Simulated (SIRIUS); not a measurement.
# ZrB2 (P6/mmm) in SIRIUS: convergence with lmax of the potential, part 2 of 2

SIRIUS 7.12.0. Earlier steps stand in the parts before.

### Step 7. With lmax of the potential 10

Contents of sirius.json:

```json
{
  "control": {
    "processing_unit": "cpu",
    "std_evp_solver_name": "lapack",
    "gen_evp_solver_name": "lapack",
    "verbosity": 2,
    "print_forces": true,
    "ortho_rf": true,
    "use_second_variation": true,
    "rmt_max": 3.0,
    "num_bands_to_print": 24,
    "save_wf": true
  },
  "parameters": {
    "electronic_structure_method": "full_potential_lapwlo",
    "xc_functionals": ["XC_GGA_X_PBE", "XC_GGA_C_PBE"],
    "core_relativity": "dirac",
    "valence_relativity": "iora",
    "num_fv_states": 24,
    "smearing": "fermi_dirac",
    "smearing_width": 0.0018374661,
    "pw_cutoff": 20,
    "gk_cutoff": 3.82,
    "lmax_apw": 11,
    "lmax_rho": 10,
    "lmax_pot": 10,
    "num_mag_dims": 0,
    "auto_rmt": 0,
    "ngridk": [10, 10, 8],
    "shiftk": [0, 0, 0],
    "num_dft_iter": 80,
    "energy_tol": 1e-07,
    "density_tol": 1e-05,
    "use_symmetry": true
  },
  "settings": {"tol_ne": 1e-10},
  "iterative_solver": {"type": "exact"},
  "mixer": {"type": "anderson", "beta": 0.5, "max_history": 8},
  "unit_cell": {
    "lattice_vectors": [[5.9904318151, 0.0, 0.0], [-2.9952159075, 5.1878661315, 0.0], [0.0, 0.0, 6.6764023983]],
    "atom_types": ["B", "Zr"],
    "atom_files": {"B": "B.json", "Zr": "Zr.json"},
    "atoms": {"B": [[0.6666666667, 0.3333333333, 0.5], [0.3333333333, 0.6666666667, 0.5]], "Zr": [[0.0, 0.0, 0.0]]}
  }
}
```

Contents of B.json:

```json
{
  "name": "boron",
  "symbol": "B",
  "number": 5,
  "mass": 10.811,
  "rmin": 1e-06,
  "rmt": 1.7,
  "nrmt": 800,
  "rinf": 17.81,
  "core": "1s",
  "valence": [
    {"basis": [{"enu": 0.24, "dme": 0, "n": 0, "auto": 0}, {"enu": 0.24, "dme": 1, "n": 0, "auto": 0}]},
    {"l": 0, "n": 1, "basis": [{"enu": 0.2859, "dme": 0, "n": 0, "auto": 0}]},
    {"l": 1, "n": 2, "basis": [{"enu": 0.34, "dme": 0, "n": 0, "auto": 0}]},
    {"l": 2, "n": 3, "basis": [{"enu": 0.34, "dme": 0, "n": 0, "auto": 0}]},
    {"l": 3, "n": 4, "basis": [{"enu": 0.34, "dme": 0, "n": 0, "auto": 0}]}
  ],
  "lo": [
    {
      "l": 0,
      "basis": [{"enu": 0.2859, "dme": 0, "n": 0, "auto": 0}, {"enu": 0.2859, "dme": 1, "n": 0, "auto": 0}]
    },
    {
      "l": 0,
      "basis": [{"enu": 0.2859, "dme": 1, "n": 0, "auto": 0}, {"enu": 0.2859, "dme": 2, "n": 0, "auto": 0}]
    },
    {
      "l": 0,
      "basis": [{"enu": 0.2859, "dme": 0, "n": 0, "auto": 0}, {"enu": 4.4381, "dme": 0, "n": 0, "auto": 0}]
    },
    {"l": 1, "basis": [{"enu": 0.34, "dme": 0, "n": 0, "auto": 0}, {"enu": 0.34, "dme": 1, "n": 0, "auto": 0}]},
    {"l": 1, "basis": [{"enu": 0.34, "dme": 1, "n": 0, "auto": 0}, {"enu": 0.34, "dme": 2, "n": 0, "auto": 0}]},
    {"l": 1, "basis": [{"enu": 0.34, "dme": 0, "n": 0, "auto": 0}, {"enu": 5.1151, "dme": 0, "n": 0, "auto": 0}]},
    {"l": 2, "basis": [{"enu": 0.34, "dme": 0, "n": 0, "auto": 0}, {"enu": 0.34, "dme": 1, "n": 0, "auto": 0}]},
    {"l": 2, "basis": [{"enu": 0.34, "dme": 1, "n": 0, "auto": 0}, {"enu": 0.34, "dme": 2, "n": 0, "auto": 0}]},
    {"l": 2, "basis": [{"enu": 0.34, "dme": 0, "n": 0, "auto": 0}, {"enu": 5.7379, "dme": 0, "n": 0, "auto": 0}]},
    {"l": 3, "basis": [{"enu": 0.34, "dme": 0, "n": 0, "auto": 0}, {"enu": 0.34, "dme": 1, "n": 0, "auto": 0}]}
  ],
  "free_atom": [... radial grid and density of the free atom, the start of the SCF ...]
}
```

Contents of Zr.json:

```json
{
  "name": "zirconium",
  "symbol": "Zr",
  "number": 40,
  "mass": 91.224,
  "rmin": 1e-06,
  "rmt": 2.48,
  "nrmt": 800,
  "rinf": 17.42,
  "core": "1s2s2p3s3p",
  "valence": [
    {"basis": [{"enu": 0.24, "dme": 0, "n": 0, "auto": 0}, {"enu": 0.24, "dme": 1, "n": 0, "auto": 0}]},
    {"l": 0, "n": 1, "basis": [{"enu": 0.34, "dme": 0, "n": 0, "auto": 0}]},
    {"l": 1, "n": 2, "basis": [{"enu": 0.34, "dme": 0, "n": 0, "auto": 0}]},
    {"l": 2, "n": 3, "basis": [{"enu": 0.34, "dme": 0, "n": 0, "auto": 0}]},
    {"l": 3, "n": 4, "basis": [{"enu": 0.34, "dme": 0, "n": 0, "auto": 0}]}
  ],
  "lo": [
    {"l": 0, "basis": [{"enu": 0.34, "dme": 0, "n": 0, "auto": 0}, {"enu": 0.34, "dme": 1, "n": 0, "auto": 0}]},
    {
      "l": 0,
      "basis": [{"enu": -1.5212, "dme": 0, "n": 4, "auto": 1}, {"enu": -1.5212, "dme": 1, "n": 4, "auto": 1}]
    },
    {
      "l": 0,
      "basis": [{"enu": -1.5212, "dme": 1, "n": 4, "auto": 1}, {"enu": 0.34, "dme": 0, "n": 0, "auto": 0}]
    },
    {"l": 0, "basis": [{"enu": 0.34, "dme": 0, "n": 0, "auto": 0}, {"enu": 2.9415, "dme": 0, "n": 0, "auto": 0}]},
    {"l": 1, "basis": [{"enu": 0.34, "dme": 0, "n": 0, "auto": 0}, {"enu": 0.34, "dme": 1, "n": 0, "auto": 0}]},
    {
      "l": 1,
      "basis": [{"enu": -0.7159, "dme": 0, "n": 4, "auto": 1}, {"enu": -0.7159, "dme": 1, "n": 4, "auto": 1}]
    },
    {
      "l": 1,
      "basis": [{"enu": -0.7159, "dme": 1, "n": 4, "auto": 1}, {"enu": 0.34, "dme": 0, "n": 0, "auto": 0}]
    },
    {"l": 1, "basis": [{"enu": 0.34, "dme": 0, "n": 0, "auto": 0}, {"enu": 3.3317, "dme": 0, "n": 0, "auto": 0}]},
    {"l": 2, "basis": [{"enu": 0.34, "dme": 0, "n": 0, "auto": 0}, {"enu": 0.34, "dme": 1, "n": 0, "auto": 0}]},
    {"l": 2, "basis": [{"enu": 0.34, "dme": 1, "n": 0, "auto": 0}, {"enu": 0.34, "dme": 2, "n": 0, "auto": 0}]},
    {
      "l": 2,
      "basis": [{"enu": -5.9526, "dme": 0, "n": 3, "auto": 1}, {"enu": -5.9526, "dme": 1, "n": 3, "auto": 1}]
    },
    {"l": 2, "basis": [{"enu": 0.34, "dme": 0, "n": 0, "auto": 0}, {"enu": 2.8764, "dme": 0, "n": 0, "auto": 0}]},
    {"l": 3, "basis": [{"enu": 0.34, "dme": 0, "n": 0, "auto": 0}, {"enu": 0.34, "dme": 1, "n": 0, "auto": 0}]},
    {"l": 3, "basis": [{"enu": 0.34, "dme": 0, "n": 0, "auto": 0}, {"enu": 3.1691, "dme": 0, "n": 0, "auto": 0}]}
  ],
  "free_atom": [... radial grid and density of the free atom, the start of the SCF ...]
}
```

Contents of sirius_start.json:

```json
{
  "control": {
    "processing_unit": "cpu",
    "std_evp_solver_name": "lapack",
    "gen_evp_solver_name": "lapack",
    "verbosity": 1,
    "print_forces": false,
    "ortho_rf": true,
    "use_second_variation": true,
    "rmt_max": 3.0,
    "num_bands_to_print": 24,
    "save_wf": false
  },
  "parameters": {
    "electronic_structure_method": "full_potential_lapwlo",
    "xc_functionals": ["XC_LDA_X", "XC_LDA_C_PW"],
    "core_relativity": "dirac",
    "valence_relativity": "iora",
    "num_fv_states": 24,
    "smearing": "fermi_dirac",
    "smearing_width": 0.0055123983,
    "pw_cutoff": 20,
    "gk_cutoff": 3.06,
    "lmax_apw": 11,
    "lmax_rho": 10,
    "lmax_pot": 10,
    "num_mag_dims": 0,
    "auto_rmt": 0,
    "ngridk": [4, 4, 3],
    "shiftk": [0, 0, 0],
    "num_dft_iter": 30,
    "energy_tol": 0.01,
    "density_tol": 0.05,
    "use_symmetry": true
  },
  "settings": {"tol_ne": 1e-10},
  "iterative_solver": {"type": "exact"},
  "mixer": {"type": "anderson", "beta": 0.5, "max_history": 8},
  "unit_cell": {
    "lattice_vectors": [[5.9904318151, 0.0, 0.0], [-2.9952159075, 5.1878661315, 0.0], [0.0, 0.0, 6.6764023983]],
    "atom_types": ["B", "Zr"],
    "atom_files": {"B": "B.json", "Zr": "Zr.json"},
    "atoms": {"B": [[0.6666666667, 0.3333333333, 0.5], [0.3333333333, 0.6666666667, 0.5]], "Zr": [[0.0, 0.0, 0.0]]}
  }
}
```

Potentials or basis: all-electron FP-LAPW, apw+lo standard.

The run is started by

```console
OMP_NUM_THREADS=1 sirius.scf --input=sirius_start.json --output=start.json
OMP_NUM_THREADS=1 sirius.scf --input=sirius.json --output=output.json --task=1
```

The program printed:

```text
[info] SIRIUS version : 7.12.0
[info] number of MPI ranks           : 1
[info] MPI grid                      : 1 1
[info] maximum number of OMP threads : 1
[fft] FFT context for density and potential
[fft] =====================================
[fft]   plane wave cutoff                     : 20
[fft]   grid size                             : 45 45 45   total : 91125
[fft]   grid limits                           : -22 22   -22 22   -22 22
[fft]   number of G-vectors within the cutoff : 27985
[fft]   number of G-shells                    : 1441
[fft] FFT context for coarse grid
[fft] =====================================
[fft]   plane wave cutoff                     : 7.64
[fft]   grid size                             : 18 18 20   total : 6480
[fft]   grid limits                           : -8 9   -8 9   -9 10
[fft]   number of G-vectors within the cutoff : 1571
[fft]   number of G-shells                    : 110
[unit cell] lattice vectors
[unit cell]   a1 :       5.9904318151      0.0000000000      0.0000000000
[unit cell]   a2 :      -2.9952159075      5.1878661315      0.0000000000
[unit cell]   a3 :       0.0000000000      0.0000000000      6.6764023983
[unit cell] reciprocal lattice vectors
[unit cell]   b1 :       1.0488701818      0.6055654818     -0.0000000000
[unit cell]   b2 :       0.0000000000      1.2111309637      0.0000000000
[unit cell]   b3 :       0.0000000000     -0.0000000000      0.9411034465
[unit cell] unit cell volume :       207.48628495 [a.u.^3]
[unit cell] 1/sqrt(omega)    :         0.06942331
[unit cell] MT volume        :       105.05063604 (50.63%)
[unit cell] IT volume        :       102.43564891 (49.37%)
[unit cell] number of atom types : 2
[unit cell] type id : 0 symbol :  B mt_radius :   1.700000 num_atoms : 2
[unit cell] type id : 1 symbol : Zr mt_radius :   2.480000 num_atoms : 1
[unit cell] total number of atoms : 3
[unit cell] number of symmetry classes : 2
[unit cell] atom id  type id  class id             position                      vector_field
[unit cell] ------------------------------------------------------------------------------------------
[unit cell]      0        0        0      0.66667   0.33333   0.50000      0.00000   0.00000   0.00000
[unit cell]      1        0        0      0.33333   0.66667   0.50000      0.00000   0.00000   0.00000
[unit cell]      2        1        1      0.00000   0.00000   0.00000      0.00000   0.00000   0.00000
[unit cell] atom id         position (Cartesian, a.u.)
[unit cell] ---------------------------------------------
[unit cell]      0       2.995216    1.729289    3.338201
[unit cell]      1      -0.000000    3.458577    3.338201
[unit cell]      2       0.000000    0.000000    0.000000
[unit cell] class id : 0 atom id : 0 1
[unit cell] class id : 1 atom id : 2
[unit cell] minimum bond length:     3.458577
[sym] space group number   : 191
[... 389 lines left out ...]
[generate_core_charge_density]   n,l,k : 2 1 1  energy :         -82.39769334
[generate_core_charge_density]   n,l,k : 2 1 2  energy :         -79.24199377
[generate_core_charge_density]   n,l,k : 3 0 1  energy :         -14.22153490
[generate_core_charge_density]   n,l,k : 3 1 1  energy :         -11.36442143
[generate_core_charge_density]   n,l,k : 3 1 2  energy :         -10.86199173
[find] Total energy                   :   -3649.02350311 (Ha),   -7298.04700623 (Ry)
[find] iteration : 1, RMS (target) : 1.2897e-01 (1.0000e-05) , energy difference (target) : 9.3545e-05 (1.0000e-07)
[... 20 lines left out ...]
[find] valence_eval_sum               :     -61.26537998
[find] core_eval_sum                  :   -2088.38847983
[find] kinetic energy                 :    3768.22801647
[find] enuc                           :   -4415.51312070
[find] <rho|V^{XC}>                   :    -159.58544807
[find] <rho|E^{XC}>                   :    -122.59018832
[find] <mag|B^{XC}>                   :       0.00000000
[find] <rho|V^{H}>                    :   -5758.29642812
[find] smearing (-TS)                 :      -0.00010411
[find] SCF correction                 :       0.00001067
[find] Total energy                   :   -3649.02349593 (Ha),   -7298.04699187 (Ry)
[find] Free energy (E-TS)             :   -3649.02360004 (Ha),   -7298.04720008 (Ry)
[find] band gap (eV)                  :       0.00000000
[find] Efermi                         :       0.42621259
[find] iteration : 6, RMS (target) : 5.7370e-06 (1.0000e-05) , energy difference (target) : 2.2117e-08 (1.0000e-07)
[find] converged after 7 SCF iterations!
Warning in function "check_num_electrons" at src/density/density.cpp:1179
wrong number of electrons
  obtained value : 49.9997
  target value : 50
  difference : 0.000278115
  total core leakage : 0.000276733
    atom class : 0, core leakage : 0.00013833
    atom class : 1, core leakage : 7.25508e-08
[find] Charges and magnetic moments
[find] --------------------------------------------------------------------------------
[find] atom      charge    core leakage
[find] --------------------------------------------------------------------------------
[find]    0    3.800826    1.383303e-04
[find]    1    3.800826    1.383303e-04
[find]    2   37.871201    7.255084e-08
[find] total core leakage    : 2.76733096e-04
[find] interstitial charge   : 4.526870
[find] total charge          : 49.999722
[find] Energy
[find] --------------------------------------------------------------------------------
[find] valence_eval_sum               :     -61.26537998
[find] core_eval_sum                  :   -2088.38847983
[find] kinetic energy                 :    3768.22801647
[find] enuc                           :   -4415.51312070
[find] <rho|V^{XC}>                   :    -159.58544807
[find] <rho|E^{XC}>                   :    -122.59018832
[find] <mag|B^{XC}>                   :       0.00000000
[find] <rho|V^{H}>                    :   -5758.29642812
[find] smearing (-TS)                 :      -0.00010411
[find] SCF correction                 :       0.00001067
[find] Total energy                   :   -3649.02349593 (Ha),   -7298.04699187 (Ry)
[find] Free energy (E-TS)             :   -3649.02360004 (Ha),   -7298.04720008 (Ry)
[find] band gap (eV)                  :       0.00000000
[find] Efermi                         :       0.42621259
[ground_state]
[ground_state] ==== total Forces in Ha/bohr =====
[ground_state] atom:    0, force:      -0.0000000      0.0000000      0.0000000
[ground_state] atom:    1, force:       0.0000000     -0.0000000      0.0000000
[ground_state] atom:    2, force:       0.0000000      0.0000000      0.0000000
[ground_state] ==== contribution from density =====
[ground_state] atom:    0, force:       0.0000000     -0.0000000      0.0000000
[ground_state] atom:    1, force:      -0.0000000      0.0000000      0.0000000
[ground_state] atom:    2, force:       0.0000000      0.0000000      0.0000000
[ground_state] ==== contribution from Hartree potential =====
[ground_state] atom:    0, force:       0.0000000      0.0000000      0.0000000
[ground_state] atom:    1, force:      -0.0000000     -0.0000000      0.0000000
[ground_state] atom:    2, force:       0.0000000      0.0000000      0.0000000
[ground_state] ==== contribution from IBS =====
[ground_state] atom:    0, force:      -0.0000000      0.0000000      0.0000000
[ground_state] atom:    1, force:       0.0000000     -0.0000000      0.0000000
[ground_state] atom:    2, force:       0.0000000      0.0000000      0.0000000
```

Run time: 99 s. Hardware: 1 thread of Arm Neoverse V1, shared host; peak memory 0.69 GiB.

Results:

- Free energy: -99294.9906 eV
- Band gap on the k mesh: none (metal or under the smearing width)
- All electrons inside the program's atomic spheres: Zr 37.87; B 3.80 (radii B 1.7, Zr 2.48 bohr)

### Step 8. Summary

```tsv
lmax of the potential	energy less the tightest run, at zero smearing (meV/atom)	SCF cycles	CPU time (s)	peak memory (GiB)
2	33.46	7	74	0.42
3	7.43	7	73	0.44
4	1.08	7	75	0.46
6	0.00	7	80	0.52
8	0.00	7	89	0.59
10	0.00	7	99	0.69
```

Against the tightest run, the energy stays within 1 meV/atom from 6 on. The tightest run that finished is the yardstick and may itself not be fully converged.
